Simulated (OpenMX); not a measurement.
B, 1 atom in the cell. The structure is tetragonal, space group P4/mmm (No. 123). Conventional cell: a = 2.407 Å, b = 2.407 Å, c = 1.627 Å, α = 90.00°, β = 90.00°, γ = 90.00°. B (site symmetry 4/mmm) has 2 B at 1.63 Å as nearest neighbours. The cell was built by a generator and needn't be a form met in nature.

- Program: OpenMX 3.8.5
- Task: single point
- Functional: PBE
- Potentials or basis: OpenMX 2013 PBE set, B7.0-s2p2d1, grid cutoff 300 Ry
- k mesh: 9 × 9 × 11
- Occupations: fermi-dirac, width 0.05 eV
- Spin: no spin polarisation
- Mixing scheme: rmm-diisk
- SCF threshold: 1e-08 Ha
- Solver: band
- Max SCF cycles: 100

Potentials or basis: OpenMX 2013 PBE set, B7.0-s2p2d1, grid cutoff 300 Ry.

Launch:

```console
$ openmx B.dat -nt 1 > B.std
```

Hardware: 1 thread of Arm Neoverse V2, with other jobs on the host.

Task: How long does it take, and how much memory?

Result: It took 35 s on 1 thread of Arm Neoverse V2, on a shared host, peak memory 0.34 GiB. Counts: k points 446, basis 13, scf iterations 15.
